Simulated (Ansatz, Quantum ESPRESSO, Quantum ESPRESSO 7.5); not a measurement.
# Screening and band shifts of honeycomb SnTe, 1 layer

Aim: how honeycomb SnTe, 1 layer screens a field along its normal, and what the field does to its bands.

Calculated with Quantum ESPRESSO 7.5; plane-wave DFT, PBE, PseudoDojo norm-conserving pseudopotentials (geometry and cross-check by Ansatz 0.2.0 with PAW datasets; geometry under PBE).

Most raw output is cut from this account.

## 1. Set-up

The cell holds 2 atoms: 1 Te and 1 Sn. Its edges and angles: a = 4.180 Å, b = 4.180 Å, c = 18.690 Å, α = 90.0°, β = 90.0°, γ = 120.0°. It derives from SnTe. Vacuum lies along c.

This sheet is a model structure: its symmetry is held, and its stability is not tested here.

## 2. Relaxation with Ansatz

A relaxation in Ansatz fixes the structure of this slab for the runs on it.

input.yaml

```yaml
crystal:
  lattice:
    - [4.18, 0.0, 0.0]
    - [-2.09, 3.6199861878, 0.0]
    - [0.0, 0.0, 18.69]
  atoms:
    - { symbol: Te, position: [0.6666666667, 0.3333333333, 0.454788657] }
    - { symbol: Sn, position: [0.3333333333, 0.6666666667, 0.545211343] }
kpoints:
  mp_grid: { grid: [6, 6, 1] }
hamiltonian:
  xc: pbe
scf:
  occupations: { method: fermi_dirac, width: 0.05 }
  convergence: { dr2_threshold: 1.0e-08 }
efield:
  axis: 3
  dipole_correction: true
  ramp_position: 0.97
  ramp_width: 0.04
relax:
  f_tol: 0.01
  cell: { fix: [c, alpha, beta] }
output:
  write_potential: true
  write_density: true
  volumetric_format: npy
```

Started as:

```bash
ansatz run input.yaml --threads 4 --pin off --max-ram 8192MiB --backend cpu --events-out ev --progress --plain --runs-dir out
```

The job ended after 3.6 s (4 threads of Arm Neoverse V2, shared host; peak memory 0.52 GiB).

The steps of the relaxation:

```
step  energy less that of the first step (eV)  largest force component (eV/Å)  pressure (GPa)  volume (Å³)
   1                                   0.0000                          0.0354            0.00       282.81
   2                                   0.0001                          0.0637            0.05       283.77
   3                                  -0.0002                          0.0015            0.02       283.38
  4*                                  -0.0002                          0.0015            0.02       283.38
```

Relaxation steps marked * repeat the geometry before them on a plane-wave basis chosen anew for their cell, so energy and pressure can jump there. Relaxation step 2 was tried and not accepted.

Forces are held to the 6 operations that the run works with; a distortion that breaks them can't arise in this run.

```
cell as run  before  after  change
      a (Å)   4.180  4.184  +0.1 %
      b (Å)   4.180  4.184  +0.1 %
```

Final coordinates:

```cif
data_structure
_symmetry_space_group_name_H-M 'P 1'
_symmetry_Int_Tables_number 1
_cell_length_a 4.1842
_cell_length_b 4.1842
_cell_length_c 18.6900
_cell_angle_alpha 90.000
_cell_angle_beta 90.000
_cell_angle_gamma 120.000
_cell_volume 283.38
loop_
_atom_site_label
_atom_site_type_symbol
_atom_site_fract_x
_atom_site_fract_y
_atom_site_fract_z
_atom_site_occupancy
Te1 Te 0.66667 0.33333 0.45497 1
Sn2 Sn 0.33333 0.66667 0.54503 1
```

This step gave:

```
free energy                                                      : -13004.4982 eV
Fermi energy                                                     : -1.303 eV
gap by band count                                                : 1.909 eV
symmetry operations                                              : 6
dipole along the normal                                          : 0.04643 e·Å
vacuum level at the upper face over a Fermi level inside the gap : 4.068 eV
vacuum level at the lower face over a Fermi level inside the gap : 4.622 eV
```

## 3. Ground state: no field

The zero-field run is the reference. tefield and dipfield are on already, so that all runs share k-points and boundary.

Level of this step: plane-wave DFT, PBE, PseudoDojo norm-conserving pseudopotentials (Quantum ESPRESSO 7.5).

f0.in

```
&control
  prefix = 'f0'
  outdir = './out'
  pseudo_dir = './pseudo'
  calculation = 'scf'
  tprnfor = .true.
  tefield = .true.
  dipfield = .true.
/
&system
  ibrav = 0
  nat = 2
  ntyp = 2
  ecutwfc = 68
  ecutrho = 272
  occupations = 'smearing'
  smearing = 'fd'
  degauss = 0.004
  edir = 3
  emaxpos = 0.97
  eopreg = 0.04
  eamp = 0.0
/
&electrons
  conv_thr = 1e-09
  mixing_beta = 0.4
  electron_maxstep = 120
  mixing_mode = 'plain'
/
ATOMIC_SPECIES
  Te  127.6000  Te.dojo-sr-pbe-0.4.1-standard.upf
  Sn  118.7100  Sn.dojo-sr-pbe-0.4.1-standard.upf
CELL_PARAMETERS angstrom
  4.18419574705358 0.00000000000000 0.00000000000000
  -2.09209787352679 3.62361981135521 -0.00000000000000
  0.00000000000000 0.00000000000000 18.69000000000000
ATOMIC_POSITIONS crystal
  Te  0.666666666667 0.333333333333 0.454969785345
  Sn  0.333333333333 0.666666666667 0.545030214655
K_POINTS automatic
  6 6 1 0 0 0
```

Started as:

```bash
OMP_NUM_THREADS=1 mpirun -n 4 pw.x -nk 2 -in f0.in > f0.out
```

Wall time 32 s (4 MPI ranks); peak memory 0.51 GiB; 2.2 min of CPU time.

This step gave:

| Property | Result |
| --- | --- |
| free energy | -4998.1215 eV |
| Fermi energy | -1.251 eV |
| dipole along the normal | 0.04743 e·Å |
| valence top, on the run's zero | -2.182 eV |
| conduction bottom, on the run's zero | -0.2826 eV |
| gap by band count | 1.900 eV |

The run needed 11 iterations to bring the estimated error under 1e-09 Ry; the largest force on any atom, held or free, is 0.03 eV/Å.

## 4. Electrostatic potential

plot_num = 11 writes the bare and Hartree potential. It leaves out exchange and correlation, which fade slowly, so it flattens close to the surface.

f0.pot.in

```
&inputpp
  prefix = 'f0'
  outdir = './out'
  filplot = 'f0.pot.dat'
  plot_num = 11
/
```

Started as:

```bash
OMP_NUM_THREADS=1 mpirun -n 4 pp.x -in f0.pot.in > f0.pot.out
```

Wall time 0.84 s (4 MPI ranks); peak memory 0.09 GiB; 3 s of CPU time.

Read from the output:

```
slope of the potential above                                          : 1.66e-4 eV/Å
upper vacuum line continued to the top atoms, over the valence top    : 5.004 eV
slope of the potential below                                          : -5.79e-5 eV/Å
lower vacuum line continued to the bottom atoms, over the valence top : 5.571 eV
vacuum level at the upper face over the valence top of the mesh       : 5.005 eV
vacuum level at the lower face over the valence top of the mesh       : 5.571 eV
```

The vacuum is flat to 0.2 meV/Å, so its level is well defined. Inside the slab the curve depends on the local part of the pseudopotentials; only the vacuum level has a meaning of its own.

## 5. Band structure: no field

The density is frozen and the levels are solved along a path.

f0.bands.in, as its differences from the input of step 3:

```diff
@@ -1,7 +1,6 @@
 &control
-  prefix = 'f0'
+  prefix = 'f0.bands'
   outdir = './out'
   pseudo_dir = './pseudo'
-  calculation = 'scf'
-  tprnfor = .true.
+  calculation = 'bands'
   tefield = .true.
@@ -22,8 +21,9 @@
   eamp = 0.0
+  nbnd = 21
 /
 &electrons
-  conv_thr = 1e-09
+  conv_thr = 1e-07
   mixing_beta = 0.4
   electron_maxstep = 120
-  mixing_mode = 'plain'
+  mixing_mode = 'local-TF'
 /
@@ -39,3 +39,7 @@
   Sn  0.333333333333 0.666666666667 0.545030214655
-K_POINTS automatic
-  6 6 1 0 0 0
+K_POINTS crystal_b
+4
+  0.0000000000 0.0000000000 0.0000000000 14
+  0.5000000000 0.0000000000 0.0000000000 14
+  0.3333333333 0.3333333333 0.0000000000 14
+  0.0000000000 0.0000000000 0.0000000000 1
```

Started as:

```bash
cp -r out/f0.save out/f0.bands.save
cp out/f0.xml out/f0.bands.xml
OMP_NUM_THREADS=1 mpirun -n 4 pw.x -nk 4 -in f0.bands.in > f0.bands.out
```

Elapsed: 40 s, on 4 MPI ranks; peak memory 0.47 GiB.

Read from the output:

```
conduction bottom, on the run's zero : -0.2818 eV
gap by band count                    : 1.901 eV
```

Band numbers count within the set of bands kept for display. The electronic bands at the labelled points (eV, zero at the highest filled level of the SCF mesh; v1 is the highest filled band, c1 the lowest empty one):

```
  point     v4     v3     v2     v1    c1    c2    c3    c4
      Γ  -5.49  -0.25   0.00   0.00  2.10  3.72  3.72  4.72
halfway  -5.55  -2.10  -0.69  -0.15  2.04  3.87  4.13  5.36
      M  -6.19  -2.40  -1.19  -0.92  2.11  3.09  4.11  5.63
halfway  -6.18  -2.52  -1.73  -0.83  2.41  3.59  3.72  6.06
      K  -6.19  -2.88  -1.69  -0.90  2.07  3.73  4.25  7.09
halfway  -5.61  -2.12  -1.38  -0.14  2.56  3.50  4.13  5.61
      Γ  -5.49  -0.25   0.00   0.00  2.10  3.72  3.72  4.72
```

Along this path the valence top lies at Γ and the conduction bottom between Γ and M.

## 6. Self-consistent run: field 0.1 V/Å

eamp is the field in Hartree atomic units (1 a.u. = 51.42 V/Å). With dipfield on, it is the field in the vacuum beside an isolated sheet. The run starts from the density of the one before.

f1.in, as its differences from the input of step 3:

```diff
@@ -1,3 +1,3 @@
 &control
-  prefix = 'f0'
+  prefix = 'f1'
   outdir = './out'
@@ -21,3 +21,3 @@
   eopreg = 0.04
-  eamp = 0.0
+  eamp = 0.00194469
 /
@@ -28,2 +28,3 @@
   mixing_mode = 'plain'
+  startingpot = 'file'
 /
```

Started as:

```bash
cp -r out/f0.save out/f1.save
OMP_NUM_THREADS=1 mpirun -n 4 pw.x -nk 2 -in f1.in > f1.out
```

It took 26 s on 4 MPI ranks; peak memory 0.49 GiB.

Read from the output:

| Item | Value |
| --- | --- |
| free energy | -4998.1281 eV |
| Fermi energy | -1.227 eV |
| dipole along the normal | 0.08509 e·Å |
| valence top, on the run's zero | -2.163 eV |
| conduction bottom, on the run's zero | -0.2571 eV |
| gap by band count | 1.906 eV |

The dipole goes from 0.0474 to 0.0851 e Å, 0.3766 e Å per V/Å.

## 7. Potential by pp.x

f1.pot.in

```
&inputpp
  prefix = 'f1'
  outdir = './out'
  filplot = 'f1.pot.dat'
  plot_num = 11
/
```

Started as:

```bash
OMP_NUM_THREADS=1 mpirun -n 4 pp.x -in f1.pot.in > f1.pot.out
```

Run time: 0.84 s. Hardware: 4 MPI ranks; peak memory 0.12 GiB; 3 s of CPU time.

Read from the output:

```
slope of the potential above                                          : 0.1001 eV/Å
upper vacuum line continued to the top atoms, over the valence top    : 4.857 eV
slope of the potential below                                          : 0.09993 eV/Å
lower vacuum line continued to the bottom atoms, over the valence top : 5.705 eV
```

The slope in the vacuum is 0.100 eV/Å for an applied 0.10 V/Å, as it should be.

## 8. SCF with pw.x: field 0.2 V/Å

f2.in, as its differences from the input of step 6:

```diff
@@ -1,3 +1,3 @@
 &control
-  prefix = 'f1'
+  prefix = 'f2'
   outdir = './out'
@@ -21,3 +21,3 @@
   eopreg = 0.04
-  eamp = 0.00194469
+  eamp = 0.00388938
 /
```

Started as:

```bash
cp -r out/f0.save out/f2.save
OMP_NUM_THREADS=1 mpirun -n 4 pw.x -nk 2 -in f2.in > f2.out
```

The job ended after 30 s (4 MPI ranks; peak memory 0.49 GiB).

Read from the output:

| Item | Value |
| --- | --- |
| free energy | -4998.1385 eV |
| Fermi energy | -1.206 eV |
| dipole along the normal | 0.1228 e·Å |
| valence top, on the run's zero | -2.146 eV |
| conduction bottom, on the run's zero | -0.2336 eV |
| gap by band count | 1.912 eV |

The dipole goes from 0.0474 to 0.1228 e Å, 0.3767 e Å per V/Å.

## 9. Potential by pp.x

f2.pot.in

```
&inputpp
  prefix = 'f2'
  outdir = './out'
  filplot = 'f2.pot.dat'
  plot_num = 11
/
```

Started as:

```bash
OMP_NUM_THREADS=1 mpirun -n 4 pp.x -in f2.pot.in > f2.pot.out
```

Elapsed: 0.84 s, on 4 MPI ranks; peak memory 0.13 GiB.

Read from the output:

* slope of the potential above: 0.2001 eV/Å
* upper vacuum line continued to the top atoms, over the valence top: 4.712 eV
* slope of the potential below: 0.1999 eV/Å
* lower vacuum line continued to the bottom atoms, over the valence top: 5.841 eV

The slope in the vacuum is 0.200 eV/Å for an applied 0.20 V/Å, as it should be.

## 10. Bands along a path: field 0.2 V/Å

f2.bands.in, as its differences from the input of step 5:

```diff
@@ -1,3 +1,3 @@
 &control
-  prefix = 'f0.bands'
+  prefix = 'f2.bands'
   outdir = './out'
@@ -20,3 +20,3 @@
   eopreg = 0.04
-  eamp = 0.0
+  eamp = 0.00388938
   nbnd = 21
```

Started as:

```bash
cp -r out/f2.save out/f2.bands.save
cp out/f2.xml out/f2.bands.xml
OMP_NUM_THREADS=1 mpirun -n 4 pw.x -nk 4 -in f2.bands.in > f2.bands.out
```

Wall time 42 s (4 MPI ranks); peak memory 0.46 GiB.

Read from the output:

| Quantity | Value |
| --- | --- |
| conduction bottom, on the run's zero | -0.2326 eV |
| gap by band count | 1.913 eV |

Band numbers count within the set of bands kept for display. The electronic bands at the labelled points (eV, zero at the highest filled level of the SCF mesh; v1 is the highest filled band, c1 the lowest empty one):

```
  point     v4     v3     v2     v1    c1    c2    c3    c4
      Γ  -5.48  -0.25   0.00   0.00  2.12  3.72  3.72  4.60
halfway  -5.54  -2.10  -0.69  -0.15  2.06  3.90  4.14  5.24
      M  -6.19  -2.40  -1.19  -0.92  2.12  3.11  4.11  5.65
halfway  -6.17  -2.52  -1.73  -0.83  2.42  3.60  3.74  6.07
      K  -6.18  -2.87  -1.70  -0.89  2.08  3.75  4.27  7.10
halfway  -5.61  -2.13  -1.38  -0.13  2.58  3.49  4.16  5.52
      Γ  -5.48  -0.25   0.00   0.00  2.12  3.72  3.72  4.60
```

Upper empty bands that drop with the field can be states of the vacuum, held by the sawtooth; they depend on the cell's width.

Along this path the valence top lies at Γ and the conduction bottom between Γ and M.

## 11. SCF with pw.x: field -0.2 V/Å

f3.in, as its differences from the input of step 8:

```diff
@@ -1,3 +1,3 @@
 &control
-  prefix = 'f2'
+  prefix = 'f3'
   outdir = './out'
@@ -21,3 +21,3 @@
   eopreg = 0.04
-  eamp = 0.00388938
+  eamp = -0.00388938
 /
```

Started as:

```bash
cp -r out/f0.save out/f3.save
OMP_NUM_THREADS=1 mpirun -n 4 pw.x -nk 2 -in f3.in > f3.out
```

The job ended after 31 s (4 MPI ranks; peak memory 0.5 GiB).

This step gave:

```
free energy                          : -4998.1196 eV
Fermi energy                         : -1.302 eV
dipole along the normal              : -0.02825 e·Å
valence top, on the run's zero       : -2.225 eV
conduction bottom, on the run's zero : -0.3395 eV
gap by band count                    : 1.886 eV
```

The dipole goes from 0.0474 to -0.0283 e Å, 0.3784 e Å per V/Å.

## 12. Electrostatic potential

f3.pot.in

```
&inputpp
  prefix = 'f3'
  outdir = './out'
  filplot = 'f3.pot.dat'
  plot_num = 11
/
```

Started as:

```bash
OMP_NUM_THREADS=1 mpirun -n 4 pp.x -in f3.pot.in > f3.pot.out
```

Wall time 0.84 s (4 MPI ranks); peak memory 0.13 GiB; 3 s of CPU time.

Numbers from this step:

* slope of the potential above: -0.1997 eV/Å
* upper vacuum line continued to the top atoms, over the valence top: 5.308 eV
* slope of the potential below: -0.2000 eV/Å
* lower vacuum line continued to the bottom atoms, over the valence top: 5.309 eV

The slope in the vacuum is -0.200 eV/Å for an applied -0.20 V/Å, as it should be.

Each curve counts from the valence top of its own run.

The runs together. Table of potential energy by z:

```
z (Å)  potential at 0 V/Å (eV)  potential at 0.1 V/Å (eV)  potential at 0.2 V/Å (eV)  potential at -0.2 V/Å (eV)
    0                     5.43                       5.07                       4.71                        6.16
    1                     5.57                       4.95                       4.34                        6.81
    2                     5.57                       5.05                       4.54                        6.61
    3                     5.57                       5.15                       4.74                        6.41
    4                     5.57                       5.25                       4.94                        6.21
    5                     5.57                       5.35                       5.14                        6.01
    6                     5.52                       5.40                       5.29                        5.77
    7                     4.84                       4.80                       4.76                        4.92
    8                    -3.85                      -3.85                      -3.86                       -3.85
    9                    -5.72                      -5.72                      -5.71                       -5.72
   10                    -8.03                      -8.03                      -8.03                       -8.03
   11                    0.334                      0.342                      0.350                       0.318
   12                     4.59                       4.64                       4.70                        4.49
   13                     4.97                       5.11                       5.25                        4.70
   14                     5.00                       5.24                       5.47                        4.54
   15                     5.01                       5.34                       5.68                        4.35
   16                     5.01                       5.44                       5.88                        4.15
   17                     5.01                       5.54                       6.08                        3.95
   18                     5.01                       5.64                       6.28                        3.75
```

## 13. Band structure: field -0.2 V/Å

f3.bands.in, as its differences from the input of step 10:

```diff
@@ -1,3 +1,3 @@
 &control
-  prefix = 'f2.bands'
+  prefix = 'f3.bands'
   outdir = './out'
@@ -20,3 +20,3 @@
   eopreg = 0.04
-  eamp = 0.00388938
+  eamp = -0.00388938
   nbnd = 21
```

Started as:

```bash
cp -r out/f3.save out/f3.bands.save
cp out/f3.xml out/f3.bands.xml
OMP_NUM_THREADS=1 mpirun -n 4 pw.x -nk 4 -in f3.bands.in > f3.bands.out
```

It took 37 s on 4 MPI ranks; peak memory 0.47 GiB.

Numbers from this step:

| Item | Value |
| --- | --- |
| conduction bottom, on the run's zero | -0.3391 eV |

Band numbers count within the set of bands kept for display. The electronic bands at the labelled points (eV, zero at the highest filled level of the SCF mesh; v1 is the highest filled band, c1 the lowest empty one):

```
  point     v4     v3     v2     v1    c1    c2    c3    c4
      Γ  -5.49  -0.25   0.00   0.00  2.07  3.71  3.71  4.18
halfway  -5.55  -2.10  -0.69  -0.16  2.03  3.84  4.13  4.90
      M  -6.20  -2.40  -1.19  -0.92  2.11  3.07  4.10  5.59
halfway  -6.18  -2.52  -1.72  -0.84  2.40  3.59  3.70  6.02
      K  -6.19  -2.88  -1.68  -0.91  2.06  3.71  4.23  7.00
halfway  -5.62  -2.12  -1.38  -0.14  2.54  3.50  4.10  5.13
      Γ  -5.49  -0.25   0.00   0.00  2.07  3.71  3.71  4.18
```

Upper empty bands that drop with the field can be states of the vacuum, held by the sawtooth; they depend on the cell's width.

Along this path the valence top lies at Γ and the conduction bottom between Γ and M.

## 14. Density by pp.x

plot_num = 0 writes the valence density.

f0.rho.in

```
&inputpp
  prefix = 'f0'
  outdir = './out'
  filplot = 'f0.rho.dat'
  plot_num = 0
/
```

Started as:

```bash
OMP_NUM_THREADS=1 mpirun -n 4 pp.x -in f0.rho.in > f0.rho.out
```

The job ended after 0.84 s (4 MPI ranks; peak memory 0.13 GiB; 3 s of CPU time).

This step gave:

| Property | Result |
| --- | --- |
| electrons by integration | 30.00 e |

Mean over planes. Table of valence density, planar mean by z:

```
z (Å)  valence density, planar mean (e/Å³)
  4.5                               3.3e-5
  5.0                               1.3e-4
  5.5                               4.9e-4
  6.0                              0.00195
  6.5                              0.00780
  7.0                               0.0307
  7.5                                0.108
  8.0                                0.452
  8.5                                0.868
  9.0                                0.523
  9.5                                0.321
 10.0                                0.744
 10.5                                0.661
 11.0                                0.142
 11.5                               0.0447
 12.0                               0.0138
 12.5                              0.00406
 13.0                              0.00118
 13.5                               3.4e-4
 14.0                               1.0e-4
 14.5                               2.9e-5
```

Valence density in the ca plane at fractional y = 0.333, with atoms of Te within 0.2 Å of it. It is the smooth field of the valence electrons, not physical close to the nuclei.

Ten steps, logarithmic in the rise over the least value, from '0' (0.00 × 1e0 e/Å³) to '9' (7.57 × 1e0 e/Å³), each cell a mean:
```
00000000000000000134443211000000000000000000
00000000000000001358874210000000000000000000
00000000000000001379995310000000000000000000
00000000000000001369984210000000000000000000
00000000000000001246653211000000000000000000
00000000000000000123332221100000000000000000
00000000000000000011122222100000000000000000
00000000000000000001112222100000000000000000
00000000000000000012222222100000000000000000
```
Columns run along c (18.7 Å), rows up along a (4.2 Å). Atoms in or near the plane, at fractional coordinates: Te at (0.45, 0.67).

The density integrates to 30.000 electrons, as the 30 of the input ask.

## 15. Valence density

f2.rho.in

```
&inputpp
  prefix = 'f2'
  outdir = './out'
  filplot = 'f2.rho.dat'
  plot_num = 0
/
```

Started as:

```bash
OMP_NUM_THREADS=1 mpirun -n 4 pp.x -in f2.rho.in > f2.rho.out
```

Wall time 0.85 s (4 MPI ranks); peak memory 0.13 GiB; 3 s of CPU time.

(Continued in part 2 of 2.)

[Logs are printed without paths, hosts, clocks, repeated set-up lines and the standing remarks that a program may print on its own settings, such as how far it seeks lower states.]

[Hosts, paths, dates, database ids (printed as entryN), source tags and the programs' standing remarks are cut or masked in the printed files.]

[Maps of the electrostatic potential energy from Ansatz leave out the sawtooth potential of an applied field or a dipole correction, so their vacuum need not be flat; planar profiles and work functions include it.]
